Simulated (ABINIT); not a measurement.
# Si2W (I4/mmm) in ABINIT: a series of runs, part 2 of 2

ABINIT 10.8.3 (patched build). The steps go on from the part before.

### 5 Relaxation of cell and atoms, WC

run.abi

```
pp_dirpath "./"
pseudos "W.GGA_PBE-JTH.xml, Si.GGA_PBE-JTH.xml"

acell 4.5267083761 4.5267083761 4.5267083761 Angstrom
rprim
    -0.3549820016     0.3549820016     0.8648558013
     0.3549820016    -0.3549820016     0.8648558013
     0.3549820016     0.3549820016    -0.8648558013
ntypat 2
znucl 74 14
natom 3
typat 1 2 2
xred
     0.0000000000     0.0000000000     0.0000000000
     0.6653000000     0.6653000000     0.0000000000
     0.3347000000     0.3347000000     0.0000000000
chkprim 0
chksymtnons 0
tolsym 1.0e-6

ecut 19.0
pawecutdg 38.0
pawxcdev 0

kptopt 1
ngkpt 8 8 8
nshiftk 1
shiftk 0.0 0.0 0.0

ixc 23

nband 15
occopt 3
tsmear 0.05 eV

nstep 100
tolvrs 1.0e-9

iomode 3
prtwf 0
prtden 0
prteig 0
prtebands 0
enunit 1

ionmov 2
ntime 60
tolmxf 5.0e-5
optcell 2
dilatmx 1.08
ecutsm 0.5
```

Potentials or basis: JTH PAW PBE v2.0.

Run with:

```console
$ abinit run.abi > log 2>&1
```

run.abo:

```text
.Version 10.8.3 of ABINIT
 Symmetries : space group I4/m m m (#139); Bravais tI (body-center tetrag.)
================================================================================
 Values of the parameters that define the memory need of the present run
     intxc =       0    ionmov =       2      iscf =      17    lmnmax =      18
     lnmax =       6     mgfft =      40  mpssoang =       3    mqgrid =    3001
     natom =       3  nloc_mem =       2    nspden =       1   nspinor =       1
    nsppol =       1      nsym =      16    n1xccc =       1    ntypat =       2
    occopt =       3   xclevel =       2
       mpw =        1384          nfft =       64000          nkpt =          59
 PAW method is used; the additional fine FFT grid is defined by:
   mgfftf=        54    nfftf =    157464
================================================================================
================================================================================

--------------------------------------------------------------------------------
------------- Echo of variables that govern the present computation ------------
--------------------------------------------------------------------------------
 -outvars: echo values of preprocessed input variables --------
            acell      8.5542390827E+00  8.5542390827E+00  8.5542390827E+00 Bohr
              amu      1.83850000E+02  2.80855000E+01
          chkprim           0
      chksymtnons           0
          dilatmx      1.08000000E+00
             ecut      1.90000000E+01 Hartree
[... 723 lines left out ...]
Total energy DC     : -1.67214963133201E+04
Total energy (eV)   : -4.55015094741220E+05
Total energy DC (eV): -4.55015094792501E+05
...

 rms coord change=  7.9361E-05   atom, delta coord (reduced):
     1        0.000000000000     -0.000000000000     -0.000000000000
     2       -0.000119041755     -0.000119041755     -0.000000000000
     3        0.000119041755      0.000119041755      0.000000000000

 Cartesian components of stress tensor (hartree/bohr^3)
  sigma(1 1)= -3.61301055E-07  sigma(3 2)=  0.00000000E+00
  sigma(2 2)= -3.61301055E-07  sigma(3 1)=  0.00000000E+00
  sigma(3 3)= -1.11555944E-07  sigma(2 1)=  0.00000000E+00

-Cartesian components of stress tensor (GPa)         [Pressure=  8.1806E-03 GPa]
- sigma(1 1)= -1.06298440E-02  sigma(3 2)=  0.00000000E+00
- sigma(2 2)= -1.06298440E-02  sigma(3 1)=  0.00000000E+00
- sigma(3 3)= -3.28208919E-03  sigma(2 1)=  0.00000000E+00

== END DATASET(S) ==============================================================
================================================================================

 -outvars: echo values of variables after computation  --------
            acell      8.5469478643E+00  8.5469478643E+00  8.5469478643E+00 Bohr
           etotal     -7.7140158527E+01
            fcart      8.4703294760E-22 -2.8234431558E-22  2.8234431586E-22
                      -1.2593153729E-21  1.5240620590E-22 -4.2947464012E-06
                       4.1228242534E-22  1.2993810968E-22  4.2947464012E-06
            rprim     -3.5500114542E-01  3.5500114542E-01  8.6484008551E-01
                       3.5500114542E-01 -3.5500114542E-01  8.6484008551E-01
                       3.5500114542E-01  3.5500114542E-01 -8.6484008551E-01
           strten     -3.6130105513E-07 -3.6130105513E-07 -1.1155594396E-07
                       0.0000000000E+00  0.0000000000E+00  0.0000000000E+00
           xangst     -5.6011528618E-20 -1.4254728077E-20  5.1052418326E-20
                      -3.3816631776E-16  3.8579765384E-16  5.2037665199E+00
                      -1.7703324280E-16  2.0120665095E-16  2.6193174926E+00
             xred      2.0868496449E-21 -1.0916501115E-20 -2.1881388674E-20
                       6.6518095825E-01  6.6518095825E-01  1.4832720953E-17
                       3.3481904175E-01  3.3481904175E-01  7.5277631696E-18
 Calculation completed.
```

It took 5.5 min on 1 thread of Arm Neoverse V1, shared host; peak memory 0.18 GiB.

What came out:

* Free energy: -2099.0906 eV
* Relaxed volume: 13.45 Å³/atom
* Relaxed cell: a = 4.523 Å, b = 4.523 Å, c = 4.523 Å, α = 138.41°, β = 138.41°, γ = 60.27°
* Space group after relaxing (to 0.05 Å): I4/mmm (No. 139)
* Energy gained by relaxing: 0.1 meV/atom
* Ionic steps: 5
* Pressure after relaxing: 0.0 GPa
* Band gap on the k mesh: none (metal or under the smearing width)
* Valence electrons inside the program's atomic spheres: W 11.87; Si 1.56

Step by step:
| step | energy change (eV) | largest force (eV/Å) | pressure (GPa) | volume (Å³) |
| --- | --- | --- | --- | --- |
| 1 | 0.0000 | 0.0258 | -0.58 | 40.44 |
| 2 | -0.0002 | 0.0157 | -0.17 | 40.36 |
| 3 | -0.0002 | 0.0089 | 0.01 | 40.33 |
| 4 | -0.0002 | 0.0067 | 0.01 | 40.33 |
| 5 | -0.0002 | 0.0002 | 0.01 | 40.34 |

Final structure:
```xyz
3
Lattice="-1.6056 1.6056 3.9115 1.6056 -1.6056 3.9115 1.6056 1.6056 -3.9115" Properties=species:S:1:pos:R:3 pbc="T T T"
W     0.0000    0.0000    0.0000
Si    0.0000    0.0000    5.2038
Si    0.0000    0.0000    2.6193
```

Caveat: the PAW data sets were made with another functional, which shifts forces and pressure a little. Spin-orbit coupling is left out, which matters for the levels of W.

### 6 The runs side by side

```tsv
level	gap on the mesh (eV)	pressure (GPa)	relaxed volume (Å³/atom)
AM05	none	0.0	13.28
revPBE	none	0.0	13.80
PW91	none	0.0	13.73
WC	none	0.0	13.45
```

Alike in all rows: task relaxation of cell and atoms; potentials or basis JTH PAW PBE v2.0; no spin polarisation; cell relaxed; k mesh 8 × 8 × 8; cutoff (eV) 517; smearing fermi-dirac 0.05 eV.

Caveats: the PAW data sets were made with another functional, which shifts forces and pressure a little.

Total energies depend on the potentials used, so only differences within one code and one set of settings carry meaning.
